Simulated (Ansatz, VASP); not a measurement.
Ru: VASP beside Ansatz

```
CELL_PARAMETERS angstrom
2.79727 0.00000 0.00000
-1.39864 2.42251 0.00000
0.00000 0.00000 4.25238
ATOMIC_POSITIONS crystal
Ru 0.33333 0.66667 0.25000
Ru 0.66667 0.33333 0.75000
```

Change from the starting cell: mode 5 frozen in at +0.000 Å, equal normal strain along x and y +0.0400.

Alike in both runs: task single point; functional PBEsol; k mesh 18 × 18 × 10; occupations gaussian, width 0.15 eV; no spin polarisation.

|  | VASP | Ansatz |
| --- | --- | --- |
| version | VASP 6.6.1 | Ansatz 0.2.0 |
| potentials or method | VASP PAW PBE potentials, release 64 (Ru_pv) | scalar-relativistic, plane waves, PAW |
| plane-wave cutoff (eV) | 520 | 420 |
| valence electrons in the cell | 28 | 32 |

```tsv
	VASP	Ansatz	Ansatz less VASP
gap on the k mesh at the Fermi level (eV)	none	none	-
pressure (GPa)	-21.8	-21.6	+0.15
largest component of the traceless stress (GPa)	8.29	8.31	+0.023
```

A gap of «none» marks a metal or a gap that the smearing closes. With one functional, cell and mesh, what is left measures potentials, basis and numerics. The two sets of potentials don't hold the same shells in valence. Ansatz warned: «pseudo_functional_mismatch».

Caveats: so large a pressure means that the cell lies far from this level's equilibrium, or that cutoff or potentials fall short (VASP); the potentials were made for another functional, which shifts forces and pressure (VASP).
